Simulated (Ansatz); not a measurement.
Crystal: Zr.

```
CELL_PARAMETERS angstrom
3.23200 0.00000 0.00000
-1.61600 2.79899 0.00000
0.00000 0.00000 5.14700
ATOMIC_POSITIONS crystal
Zr 0.66667 0.33333 0.75000
Zr 0.33333 0.66667 0.25000
```

| Quantity | Value |
| --- | --- |
| Program | Ansatz 0.2.0 |
| Task | relaxation of cell and atoms |
| Functional | HSE06 |
| Potentials or basis | Ansatz PAW |
| Cutoff | 420 eV (not typed: the program's choice for these potentials) |
| k mesh | 5 × 5 × 3 |
| Occupations | fermi-dirac, width 0.05 eV |
| Spin | no spin polarisation |

At the start: volume 23.28 Å³/atom.

Where does the relaxation end?

It ends after 5 steps and the volume is 23.39 Å³/atom (+0.5 %); space group P6_3/mmc (No. 194, to 0.05 Å).

The path:
```csv
step,energy change (eV),largest force (eV/Å),volume (Å³)
1,0.0000,0.0000,46.56
2,-0.0110,0.0000,47.05
3,-0.0123,0.0000,46.73
4,-0.0123,0.0000,46.78
5,-0.0124,0.0000,46.78
```

Final structure:
```yaml
crystal:
  lattice:
    - [3.27187, 0.00000, 0.00000]
    - [-1.63593, 2.83352, 0.00000]
    - [0.00000, 0.00000, 5.04598]
  atoms:
    - { symbol: Zr, position: [0.66667, 0.33333, 0.75000] }
    - { symbol: Zr, position: [0.33333, 0.66667, 0.25000] }
```

Caveat: the k mesh is coarse (spacing up to 0.45 Å⁻¹), so the values aren't converged, least of all with exact exchange; the plane-wave basis is chosen anew once the cell has moved, so the energies of steps on either side of that aren't comparable; the PAW data sets come from PBE, with cores solved anew for the run's functional, which leaves a small shift of forces and pressure.
